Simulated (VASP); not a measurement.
Input of a VASP 6.6.1 run:

Contents of INCAR:

```
ALGO     = Normal         # electronic algorithm
DIPOL    = 0.5 0.5 0.500
EDIFF    = 1E-6           # SCF threshold, eV
ENCUT    = 520            # plane-wave cutoff, eV
GGA      = PS             # functional
ICORELEVEL= 1            
IDIPOL   = 3            
ISIF     = 2              # what is computed and relaxed
ISMEAR   = 0              # smearing method
LASPH    = True           # aspherical terms in the spheres
LCHARG   = False          # write CHGCAR
LDIPOL   = True         
LREAL    = False          # projectors in reciprocal space
LVACPOTAV= True         
LVHAR    = True         
LWAVE    = False          # write WAVECAR
NBANDS   = 66             # bands
NELM     = 80             # most SCF steps
PREC     = Accurate       # precision mode
SIGMA    = 0.03           # smearing width, eV
```

Contents of KPOINTS:

```
k-points
0
Gamma
  6 4 1
```

File POSCAR:

```
InSb
1.0
    4.6107958300      0.0000000000      0.0000000000
    0.0000000000      6.5206500000      0.0000000000
    0.0000000000      0.0000000000     26.5269895800
In Sb
6 6
Direct
    0.5000000000      0.5000000000      0.2827309100
    0.0000000000      0.0000000000      0.3696385500
    0.5000000000      0.5000000000      0.4565461800
    0.0000000000      0.0000000000      0.5434538200
    0.5000000000      0.5000000000      0.6303614500
    0.0000000000      0.0000000000      0.7172690900
    0.0000000000      0.7500000000      0.2827309100
    0.5000000000      0.2500000000      0.3696385500
    0.0000000000      0.7500000000      0.4565461800
    0.5000000000      0.2500000000      0.5434538200
    0.0000000000      0.7500000000      0.6303614500
    0.5000000000      0.2500000000      0.7172690900
```

Potentials or basis: VASP PAW PBE potentials, release 64 (In_d, Sb).

Run with:

```console
$ cat potpaw_PBE.64/In_d/POTCAR potpaw_PBE.64/Sb/POTCAR > POTCAR
$ mpirun -np 4 vasp_std > vasp.out
```

Q: Estimate the ionisation potential of the upper face.

A: 4.46 eV.

Q: Estimate the band gap on the k mesh.

A: 0.23 eV, indirect (least direct gap 0.31 eV).

Q: What does it give for the largest force?

A: 1.063 eV/Å.

Core levels (eV, on the scale of the bands):
| atom | levels |
| --- | --- |
| 1 In | 1s -27743.6, 2s -4150.1, 2p -3724.1, 3s -784.0, 3p -644.6, 3d -428.3, 4s -115.2, 4p -73.7 |
| 2 In | 1s -27743.4, 2s -4150.0, 2p -3723.9, 3s -783.9, 3p -644.4, 3d -428.1, 4s -115.1, 4p -73.5 |
| 3 In | 1s -27743.5, 2s -4150.0, 2p -3724.0, 3s -783.9, 3p -644.5, 3d -428.2, 4s -115.2, 4p -73.6 |
| 4 In | 1s -27743.5, 2s -4150.0, 2p -3724.0, 3s -783.9, 3p -644.5, 3d -428.2, 4s -115.2, 4p -73.6 |
| 5 In | 1s -27743.4, 2s -4150.0, 2p -3723.9, 3s -783.9, 3p -644.4, 3d -428.1, 4s -115.1, 4p -73.5 |
| 6 In | 1s -27743.6, 2s -4150.1, 2p -3724.1, 3s -784.0, 3p -644.6, 3d -428.3, 4s -115.2, 4p -73.7 |

Caveat: the PAW data sets were made with another functional, which shifts forces and pressure a little; spin-orbit coupling is left out, which moves the levels of the heavy elements. As with any semilocal functional, this PBEsol gap is likely too small.
